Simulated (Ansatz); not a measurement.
# Al(111) / 1 layer Ti(0001) / Al(111): resistance against film thickness

Wanted: interface resistance and thickness dependence for Al(111) / 1 layer Ti(0001) / Al(111).

Program: Ansatz 0.2.0. Level of theory: Ansatz plane-wave DFT, PBE, PAW files; ballistic transport by layer matching (Landauer), zero bias; PAW set soft_1, in the first sound run; inputs show where later runs differ. Results are calculated unless marked as measured.

## Step 1: Starting point

The cell holds 9 atoms: 8 Al and 1 Ti. Its edges and angles: a = 2.862 Å, b = 2.862 Å, c = 21.185 Å, α = 90.0°, β = 90.0°, γ = 120.0°. It derives from Al and Ti. Regions: lead, 8 atoms (8 Al); films, 1 atom (1 Ti). The structure is stacked along c, and the current runs across the ab planes.

## Step 2: With 1 layer

The film is laid into the lead at the lead's in-plane lattice, and the cell closes on the lead's own image. The mesh across the current, 30×30, is finer than the density's, because channels open and close sharply across the zone. Energies from -1 to 1 eV in steps of 0.036 eV cover the slope of the Fermi function at 300 K, so the program can form a conductance.

Contents of input.yaml:

```yaml
crystal:
  lattice:
    - [2.862347037, 0.0, 0.0]
    - [-1.4311735185, 2.4788652485, 0.0]
    - [0.0, 0.0, 21.1854679573]
  atoms:
    - { symbol: Al, position: [0.0, 0.0, 0.0551580115] }
    - { symbol: Al, position: [0.3333333333, 0.6666666667, 0.1654740344] }
    - { symbol: Al, position: [0.6666666667, 0.3333333333, 0.2757900573] }
    - { symbol: Al, position: [0.0, 0.0, 0.3861060803] }
    - { symbol: Ti, position: [0.3333333333, 0.6666666667, 0.5] }
    - { symbol: Al, position: [0.6666666667, 0.3333333333, 0.6138939197] }
    - { symbol: Al, position: [0.0, 0.0, 0.7242099427] }
    - { symbol: Al, position: [0.3333333333, 0.6666666667, 0.8345259656] }
    - { symbol: Al, position: [0.6666666667, 0.3333333333, 0.9448419885] }
kpoints:
  mp_grid: { grid: [15, 15, 2] }
hamiltonian:
  xc: pbe
  pseudopotentials: { kind: paw, azcp: { folder: soft_1 } }
scf:
  occupations: { method: fermi_dirac, width: 0.1 }
output:
  transmission: { leads: [[0, 1]], kmesh: [30, 30], e_range: [-1.0, 1.0], de: 0.036 }
  write_potential: true
  write_density: true
  volumetric_format: npy
  elf: true
```

Run with:

```
$ ansatz run input.yaml --threads 4 --pin off --max-ram 15360MiB --backend cpu --events-out ev --progress --plain --runs-dir out
```

Numbers of over 12 decimals in the logs are rounded to 6 here.

The program printed:

```text
Engine: ansatz 0.2.0, x86_64-unknown-linux-gnu
Pseudopotentials: kind: paw
Pseudopotential: Al, paw, valence charge 3, recommended cutoff 420 eV (normal), soft_1/Al.paw.azcp
Pseudopotential: Ti, paw, valence charge 12, recommended cutoff 420 eV (normal), soft_1/Ti.paw.azcp
Functional definition: PBE
  parameter kappa = 0.804
  parameter beta = 0.066725
  exchange = pbe_x(kappa = kappa, mu = beta*pi^2/3)
  correlation = pbe_c(beta = beta)
Crystal: 9 atoms, lattice volume = 150.319 Å³
Basis set: ecut = 420 eV, 2975 PW (Γ)
Bands: 27, of which v1, the nominal top of the filled ones, is band 18 counted from 1 (17 counted from 0)
Symmetry: 12 space group operations
Space group: P-3m1 (ITA 164), of the structure as read, at distance tolerance 5.3e-5 Å
k-points: 54 of 450
Non-local potential: Al, projectors of the file, l = 0: 2, l = 1: 2, l = 2: 1
Non-local potential: Ti, projectors of the file, l = 0: 3, l = 1: 2, l = 2: 3, l = 3: 1
PAW form: soft (Blöchl's): semilocal exchange-correlation on the pseudo side does not see the compensation charge
PAW one-centre angular grid: Al, 110 points (default); XC on 64 Gauss nodes
PAW one-centre angular grid: Ti, 590 points (default); XC on 64 Gauss nodes
Initial density: superposition of atomic densities (chi_scale 0.1, normalization cell, long waves kept (reshape's long-wave potential 0.42 eV rms))
Initial wavefunctions: pseudopotential atomic-orbital guess
Functional: x = pbe(κ = 0.804, μ = 0.219515), c = pbe(β = 0.066725)
SCF iter   1: F=—  HF=-6803.507057 eV  |F-HF|=—  |Δ(HF+E_count)|=         —  Δρ=6.57e-2  dr2=1.86e2  ethr=3.10e-3  ⟨swp⟩=7.2  Hψ=7226  notcnv=0  defer=2
preconditioner: auto → Kerker (q_TF=auto, 2.150 Å⁻¹)  [metal: Δε(μ)=0.016 eV  Ē_g=6.039 eV  σ=0.100 eV  W_gap=0.04  n_scr=14 (ndim 8)  ℏωp=16.0 eV  f_vac=0.000  D(μ)=4.71/eV (n_scr^D=16)]
SCF iter   2: F=—  HF=-6801.370327 eV  |F-HF|=—  |Δ(HF+E_count)|=    2.14e0  Δρ=3.73e-2  dr2=6.47e1  ethr=3.10e-3  ⟨swp⟩=2.4  Hψ=2167  notcnv=0  defer=24
SCF iter   3: F=—  HF=-6800.225491 eV  |F-HF|=—  |Δ(HF+E_count)|=    1.14e0  Δρ=6.68e-3  dr2=7.91e-1  ethr=3.10e-3  ⟨swp⟩=3.1  Hψ=2919  notcnv=0  defer=26
SCF iter   4: F=—  HF=-6800.196582 eV  |F-HF|=—  |Δ(HF+E_count)|=   2.89e-2  Δρ=2.00e-3  dr2=9.00e-2  ethr=2.20e-3  ⟨swp⟩=2.1  Hψ=2017  notcnv=0  defer=22
SCF iter   5: F=—  HF=-6800.193290 eV  |F-HF|=—  |Δ(HF+E_count)|=   3.29e-3  Δρ=7.24e-4  dr2=1.66e-2  ethr=2.50e-4  ⟨swp⟩=1.0  Hψ=1452  notcnv=0  defer=22
SCF iter   6: F=—  HF=-6800.192871 eV  |F-HF|=—  |Δ(HF+E_count)|=   4.19e-4  Δρ=2.40e-4  dr2=7.69e-4  ethr=4.62e-5  ⟨swp⟩=1.0  Hψ=1436  notcnv=0  defer=22
SCF iter   7: F=—  HF=-6800.192830 eV  |F-HF|=—  |Δ(HF+E_count)|=   4.16e-5  Δρ=3.74e-5  dr2=1.80e-5  ethr=2.14e-6  ⟨swp⟩=1.0  Hψ=1436  notcnv=0  defer=22
SCF iter   8: F=—  HF=-6800.192829 eV  |F-HF|=—  |Δ(HF+E_count)|=   9.74e-7  Δρ=5.31e-6  dr2=1.23e-7  ethr=4.99e-8  ⟨swp⟩=1.3  Hψ=1505  notcnv=0  defer=22
SCF iter   9: F=-6800.192829 eV  HF=-6800.192829 eV  |F-HF|=7.55e-9  |Δ(HF+E_count)|=   4.22e-8  Δρ=1.04e-6  dr2=8.32e-9  ethr=2.78e-10  ⟨swp⟩=6.4  Hψ=4808  notcnv=0
SCF 1 converged in 9 iterations: F = -6800.192829 eV  dr2 = 8.32e-9
  greatest PAW one-centre occupation: 0.999 electrons in one spin orbital (limit 2), on the Ti atom at site 4 (counted from 0), in its partial waves of l = 0
transmission: 246 of 2457 steps passed
transmission: 497 of 2457 steps passed
[...]
transmission: 2457 of 2457 steps passed
SCF converged after 9 iterations
Free energy (F): -6800.192829 eV
Harris-Foulkes:  -6800.192829 eV  (|F-HF|=7.55e-9)
Internal energy: -6800.042757 eV  (E = F + TS)
E sigma→0 (E₀):  -6800.117793 eV
Entropy (-TS):   -0.150071 eV (-16.675 meV/atom)
Fermi energy:    8.427357 eV
--- Per-component energies (eV) ---
  E_band       = -118.169908
  E_kinetic    = 459.670614
  E_local      = -3860.352180  (includes V_loc(G=0)·N_el)
  E_nonlocal   = 140.629280
  E_hartree    = 1860.737538
  E_xc         = -417.097095
  E_vxc        = -378.073907  (∫ρ·V_xc dr)
  E_paw        = -4797.311873  (= ΣΔE_a)
  E_vpaw       = -201.523661  (= ΣTr[D̂ρ^β])
  E_aug_tail   = -0.000097  (compensation charges beyond the density's cutoff)
  E_ewald      = -186.318945
  E_smearing   = -0.150071  (= −TS)
  E_closure    = 0.000000  (closes the sum)
  Σ components = -6800.192829   (vs F -6800.192829, Δ=0.00e0)
--- Band table (eV; the first three rows and the last of 54) ---
  k-point 0: bands = [... 14 lower, 5.9797, 7.9099, 9.5081, 9.5801, 9.5801, 10.9126, 11.0286, 11.0286, ... 5 higher]
  k-point 1: bands = [... 14 lower, 6.8335, 7.6829, 9.2909, 9.5801, 9.5801, 11.0286, 11.0286, 11.4412, ... 5 higher]
  k-point 2: bands = [... 14 lower, 6.0644, 7.9928, 9.4465, 9.5594, 9.6707, 10.9812, 10.9962, 10.9996, ... 5 higher]
  k-point 53: bands = [... 14 lower, 6.3444, 6.4202, 6.8031, 6.8031, 7.3639, 7.4450, 7.4450, 7.5171, ... 5 higher]
--- Transmission ---
  basis      : 61 plane waves across, 27 finite elements along
  points     : 91, standing for a mesh of 30 x 30
  filling    : by the input's occupations and mesh, since the crystals that have channels conduct as metals do. If one of these is a semiconductor, that mesh has misplaced its level
  energies   : 56 from -1.000000 to 0.980000 eV about the Fermi level, 0.036000 eV apart; the leads are filled to 0.000000 eV, and channels, transmission and decay are at 0.008000 eV
  crystal 0  : Al1, at the sites [0, 1], period 2.3371 Å, over 18.70 Å; its Hamiltonian steps by up to 8.5 meV
    offset         : up to 0.0000 Å between an atom of the period and one for which it stands
    filled         : 0.3 meV under the level at which it is neutral
    channels       : 1.354444e0 a spin
    conductance    : 1.4721e15 S/m² at 300 K; may be off by some 0.0 % by where its bands' edges are placed, 3.7 % from the k-mesh, 0.0 % from the distance to neutral
    slowest decay  : 0.0233 /Å at (0.3333, 0.3000)
  junction   : crystal 0 to crystal 0, 0.70 to 19.55 Å
    transmission   : 4.389091e-1 a spin
    conductance    : 4.7949e14 S/m² at 300 K (4.3654e14 on every other point, 4.7893e14 on every other energy)
    error estimate : 0.1 % from the energy spacing and 0.0 % from band edges of the leads and from resonances (wavevectors taken as independent; lower de), 8.0 % from the k-mesh, 4.1 % from the steps of its leads' Hamiltonians or their offsets (lay more layers), 0.0 % from the distance to neutral
    resistance     : 1.4063e-3 Ω µm² beyond half of each lead's own
```

Wall time 45 s (4 threads of Intel Xeon Platinum 8488C (Sapphire Rapids), shared host); peak memory 0.58 GiB; 2.8 min of CPU time.

In the SCF lines HF is the Harris–Foulkes energy and dr2 the Hartree energy of the density residual, in eV; the loop may stop once dr2 is under the threshold and the program's other checks hold. Hψ counts applications of the Hamiltonian.

This step gave:

| Quantity | Value |
| --- | --- |
| free energy | -6800.1928 eV |
| energy at zero smearing | -6800.1178 eV |
| Fermi energy | 8.427 eV |
| cell area | 7.095 Å² |
| step of the lead's potential | 8.5 meV |
| ballistic conductance of the lead | 1.47e15 S/m² |
| estimated errors of the lead's conductance | 0, 3.7, 0 % (band edges, k-mesh, distance from neutral) |
| lead conductance per cell | 1.348 G₀ |
| conductance of the junction | 4.79e14 S/m² |
| junction conductance per cell | 0.4391 G₀ |
| estimated errors of the junction's conductance | 0.1, 0, 8, 4.1, 0 % (energy step, band edges, k-mesh, leads' steps, distance from neutral) |
| area resistance that the stack adds (contact term taken off, spin by spin) | 1.406 fΩ m² |

Per spin. Transmission, zone mean against energy, zero at the Fermi level:

```csv
energy (eV),"transmission, zone mean"
-1.000,0.702
-0.892,0.698
-0.820,0.670
-0.712,0.618
-0.640,0.599
-0.532,0.551
-0.424,0.499
-0.352,0.474
-0.244,0.445
-0.136,0.425
-0.064,0.443
0.008,0.439
0.044,0.442
0.116,0.439
0.224,0.485
0.332,0.507
0.368,0.538
0.404,0.524
0.512,0.511
0.620,0.547
0.692,0.538
0.800,0.524
0.872,0.552
0.980,0.604
```

Per spin. Table of open channels, zone mean, lead by energy, zero at the Fermi level:

```csv
energy (eV),"open channels, zone mean, lead"
-1.000,1.23
-0.892,1.27
-0.820,1.28
-0.712,1.25
-0.640,1.28
-0.532,1.27
-0.424,1.24
-0.352,1.24
-0.244,1.30
-0.136,1.25
-0.064,1.34
0.008,1.35
0.044,1.35
0.116,1.39
0.224,1.44
0.332,1.47
0.404,1.45
0.512,1.47
0.620,1.49
0.692,1.50
0.800,1.51
0.872,1.51
0.980,1.55
```

Transmission over k1 and k2. At 0.0080 eV from the Fermi level.

Ten even steps from '0' (0.000) to '9' (0.981), each cell a mean:
```
787233129312228687654497854567
752443129952234364654584257556
424442189988813443344581002754
122221467768763322221383000175
621265544566544544621297310168
878898533222222335888898767778
126986842111011123587991235554
221497942100000001368892124555
623288642100000000124678133566
754415432100000000012346134287
781431632100000000001234614538
778343254310000000000123442447
777433186531000000000124585232
456632149784210000000124979222
145542219969521100001124858941
677776669999743222112223589996
886212589323864433454434578323
177000048312212546797765521222
246600018433244323997899123442
655573138545625443227992134433
776556778445678463321591133348
777632499224777885531297213587
```
Columns: k1 (b1) from -0.5 to 0.467; rows upwards: k2 (b2) from -0.5 to 0.467.

Open channels over k1 and k2. At 0.0080 eV from the Fermi level.

Ten even steps from '0' (0.00) to '9' (2.00), each cell a mean:
```
998699955589969899999996999999
977999745557799797999997479999
589999444444459998969994005999
699884444444444488896996000399
666554444444444444466666633396
555544444444444444444444999999
764444444444444444444444979999
498444444444444444444444986999
989644444444444444444444599899
979974444444444444444444499799
996995444444444444444444469969
999899545555555555544444558998
999799444444444444444444444797
599969845544545444444444444499
699996944444444444444444444448
699999944444444444444444444444
569444855555444444444444444455
799100079979666444444444446699
499830049986999884444444489999
999995159999969899554444599986
999999979999999797997444999779
999966946966999998966844966899
```
Columns: k1 (b1) from -0.5 to 0.467; rows upwards: k2 (b2) from -0.5 to 0.467.

Electrostatic potential energy in the ca plane at fractional y = 0.667, with atoms of Al and Ti within 0.2 Å of it. With pseudopotentials it is smooth inside the atoms' cores, unlike the true potential.

Ten even steps from '0' (-28 eV) to '9' (10 eV), each cell a mean:
```
57899988999755789865689998899987567997657899
57899989999755789865689998899987567987557899
78998766899877899877789975578998778998778998
89986565689988999998999730026999889999889986
99985798579999999999999500004899999999999985
99985798579999999999999500004899999999999985
89986575589988999998999720016999999999989986
78998656899877899877899874468998778998778998
```
Columns run along c (16.0 Å, from fractional 0.07 to 0.82 of the cell; values clipped at the 3rd and 97th percentile), rows up along a (2.9 Å). Atoms in or near the plane, at fractional coordinates: Al at (0.17, 0.33), Ti at (0.50, 0.33).

Valence density in the ca plane at fractional y = 0.667, with atoms of Al and Ti within 0.2 Å of it. It is the smooth field of the valence electrons, not physical close to the nuclei.

Ten steps, logarithmic in the rise over the least value, from '0' (0 e/Å³) to '9' (10 e/Å³), each cell a mean:
```
11111111111111111111111112211111111111111111
11111111111111111111111112211111111111111111
11111111111111111111111123421111111111111111
11111111111111111111111257762111111111111111
11111000111111110111111379984111111101111111
11111000111111100111111379984111111101111111
11111101111111111111111258863111111111111111
11111111111111111111111124431111111111111111
```
Columns run along c (16.0 Å, from fractional 0.07 to 0.82 of the cell), rows up along a (2.9 Å). Atoms in or near the plane, at fractional coordinates: Al at (0.17, 0.33), Ti at (0.50, 0.33).

ELF in the ca plane at fractional y = 0.667, with atoms of Al and Ti within 0.2 Å of it. It is the smooth field of the valence electrons, not physical close to the nuclei.

Values, 5 rows by 16 columns, each cell a mean:
```
0.51 0.49 0.60 0.47 0.51 0.62 0.56 0.54 0.45 0.24 0.45 0.54 0.56 0.62 0.52 0.47
0.58 0.53 0.56 0.53 0.59 0.55 0.55 0.59 0.29 0.24 0.29 0.59 0.55 0.55 0.59 0.53
0.59 0.50 0.14 0.58 0.59 0.34 0.46 0.59 0.28 0.69 0.28 0.59 0.46 0.34 0.59 0.58
0.58 0.48 0.18 0.57 0.58 0.30 0.43 0.58 0.33 0.70 0.33 0.58 0.43 0.30 0.58 0.57
0.60 0.54 0.43 0.56 0.61 0.48 0.53 0.61 0.23 0.40 0.23 0.61 0.53 0.48 0.61 0.56
```
Columns run along c (16.0 Å, from fractional 0.07 to 0.82 of the cell), rows up along a (2.9 Å). Atoms in or near the plane, at fractional coordinates: Al at (0.17, 0.33), Ti at (0.50, 0.33).

The lead's potential steps by 8.5 meV from period to period, small in itself. The program estimates the junction's conductance to 8 % from the k-mesh, 0 % from the leads' distance from neutral and 4.1 % from their steps.

By hand: 1/G − 1/G_lead = 1/0.4795 − 1/1.472 = 1.41 fΩ m² with G in 10¹⁵ S/m².

## Step 3: With 3 layers, k-mesh 15×15×1, film layers 3

The stack now holds 3 film layers; the k-mesh follows the cell, and the energies span -0.27 to 0.27 eV.

System of this step: Al(111) / 3 layers Ti(0001) / Al(111). The cell holds 11 atoms: 8 Al and 3 Ti. Its edges and angles: a = 2.862 Å, b = 2.862 Å, c = 26.163 Å, α = 90.0°, β = 90.0°, γ = 120.0°. It derives from Al and Ti. Regions: lead, 8 atoms (8 Al); films, 3 atoms (3 Ti). The structure is stacked along c, and the current runs across the ab planes.

Contents of input.yaml:

```yaml
crystal:
  lattice:
    - [2.862347037, 0.0, 0.0]
    - [-1.4311735185, 2.4788652485, 0.0]
    - [0.0, 0.0, 26.1628587651]
  atoms:
    - { symbol: Al, position: [0.0, 0.0, 0.044664396] }
    - { symbol: Al, position: [0.3333333333, 0.6666666667, 0.133993188] }
    - { symbol: Al, position: [0.6666666667, 0.3333333333, 0.22332198] }
    - { symbol: Al, position: [0.0, 0.0, 0.3126507721] }
    - { symbol: Ti, position: [0.3333333333, 0.6666666667, 0.4048767787] }
    - { symbol: Ti, position: [0.6666666667, 0.3333333333, 0.5] }
    - { symbol: Ti, position: [0.3333333333, 0.6666666667, 0.5951232213] }
    - { symbol: Al, position: [0.6666666667, 0.3333333333, 0.6873492279] }
    - { symbol: Al, position: [0.0, 0.0, 0.77667802] }
    - { symbol: Al, position: [0.3333333333, 0.6666666667, 0.866006812] }
    - { symbol: Al, position: [0.6666666667, 0.3333333333, 0.955335604] }
kpoints:
  mp_grid: { grid: [15, 15, 1] }
hamiltonian:
  xc: pbe
  pseudopotentials: { kind: paw, azcp: { folder: soft_1 } }
scf:
  occupations: { method: fermi_dirac, width: 0.1 }
output:
  transmission:
    leads: [[0, 1]]
    kmesh: [30, 30]
    e_range: [-0.27, 0.27]
    de: 0.036
  write_potential: true
  write_density: true
  volumetric_format: npy
```

The program printed:

```text
[...]
Crystal: 11 atoms, lattice volume = 185.635 Å³
Basis set: ecut = 420 eV, 3639 PW (Γ)
Bands: 41, of which v1, the nominal top of the filled ones, is band 30 counted from 1 (29 counted from 0)
Symmetry: 6 space group operations
[...]
k-points: 27 of 225 (time reversal used)
[...]
--- Transmission ---
  basis      : 61 plane waves across, 33 finite elements along
  points     : 91, standing for a mesh of 30 x 30
[...]
filled         : 7.0 meV under the level at which it is neutral
    channels       : 1.354444e0 a spin
[...]
slowest decay  : 0.0212 /Å at (0.3333, 0.3000)
  junction   : crystal 0 to crystal 0, 0.70 to 24.52 Å
    transmission   : 3.408594e-1 a spin
[...]
resistance     : 2.1240e-3 Ω µm² beyond half of each lead's own
[key lines of the parts left out:]
SCF converged after 10 iterations
Free energy (F): -11799.461485 eV
Fermi energy:    9.277026 eV
```

Wall time 27 s (4 threads); peak memory 0.6 GiB; 98 s of CPU time.

Numbers from this step:

| Item | Value |
| --- | --- |
| free energy | -11799.4615 eV |
| energy at zero smearing | -11799.3388 eV |
| Fermi energy | 9.277 eV |
| step of the lead's potential | 4.9 meV |
| estimated errors of the lead's conductance | 0, 3.6, 0.1 % (band edges, k-mesh, distance from neutral) |
| lead conductance per cell | 1.347 G₀ |
| conductance of the junction | 3.57e14 S/m² |
| junction conductance per cell | 0.3266 G₀ |
| estimated errors of the junction's conductance | 0.4, 0, 12.2, 5.2, 1.1 % (energy step, band edges, k-mesh, leads' steps, distance from neutral) |
| area resistance that the stack adds (contact term taken off, spin by spin) | 2.124 fΩ m² |

Per spin. Transmission, zone mean against energy, zero at the Fermi level:

```
energy (eV)  transmission, zone mean
     -0.270                    0.396
     -0.234                    0.359
     -0.198                    0.343
     -0.162                    0.321
     -0.126                    0.310
     -0.090                    0.291
     -0.054                    0.295
     -0.018                    0.314
      0.018                    0.341
      0.054                    0.352
      0.090                    0.368
      0.126                    0.424
      0.162                    0.448
      0.198                    0.499
      0.234                    0.447
      0.270                    0.416
```

The conductance of the junction is 3.6e14 S/m², 26 % under the 4.8e14 S/m² of the last finished run.

[end of part 1 of 2]

[Logs are printed without paths, hosts, clocks, repeated set-up lines and the standing remarks that a program may print on its own settings, such as how far it seeks lower states.]

[Hosts, paths, dates, database ids (printed as entryN), source tags and the programs' standing remarks are cut or masked in the printed files.]
